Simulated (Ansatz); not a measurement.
SiC: pressure against volume per atom

Density functional stress and forces at fixed atoms, pressure and stress positive in compression, spin-unpolarised plane waves. The results are calculated, by Ansatz 0.2.0.

Cell of the first row (space group P6_3mc, No. 186):
```
cell vectors (Å)
   2.9105     0.0000     0.0000
  -1.4553     2.5206     0.0000
   0.0000     0.0000     4.7775
atoms (fractions of the cell vectors)
Si  0.33333  0.66667 -0.00030
Si  0.66667  0.33333  0.49970
C   0.33333  0.66667  0.37530
C   0.66667  0.33333  0.87530
```

Settings of every row: periodic directions 3; functional PBE; spin orbit no; potentials PAW; wave cutoff 420 eV; k mesh 12x12x6; smearing width 0.02 eV.

```csv
row,volume per atom (Å³),pressure (GPa)
1,8.762,54.85
2,9.145,?
3,9.434,28.22
4,9.729,18.97
5,10.03,10.76
6,10.65,-2.89
7,10.97,-8.51
8,11.132,-11.06
9,11.295,-13.43
10,11.628,-17.72
11,11.966,-21.43
```

Question: what pressure should row 2 give?

Worked fit of pressure. Take u = (V_r/V)^(2/3) − 1 with V_r = 10.81 Å³ an atom, which is twice the finite (Eulerian) strain; such expansions in the strain, on which the Birch-Murnaghan equation of state is built, carry the rest volume and the bulk modulus. The shown rows have u = 0.15031, 0.09501, 0.07277, 0.05119, 0.00999, -0.00975, -0.01938, -0.02884, -0.04747, -0.06549. Least squares give pressure = −5.807 + 285.127 × u + 734.71 × u² + 353.5 × u³ GPa; a parabola predicts inner rows, each left out in turn, worse (root mean square 0.1 against 0.005 GPa). The rows lie off it by 0.00, 0.00, 0.00, 0.00, -0.01, 0.01, 0.00, 0.00, 0.00, 0.00. The pressure vanishes at u = 0.0194, or V = 10.5 Å³ an atom, and there the bulk modulus with atoms relaxed is B = −V dP/dV = (2/3)(1 + u) dP/du = 213 GPa. The withheld row has u = 0.11796, so the fit gives −5.807 + 285.127 × (0.11796) + 734.71 × (0.11796)² + 353.5 × (0.11796)³ = 38.63 GPa.

The calculation gave 38.62 GPa. The fit lies 0.01 GPa (0.013 % of the column's range) above it, one unit of the last digit.
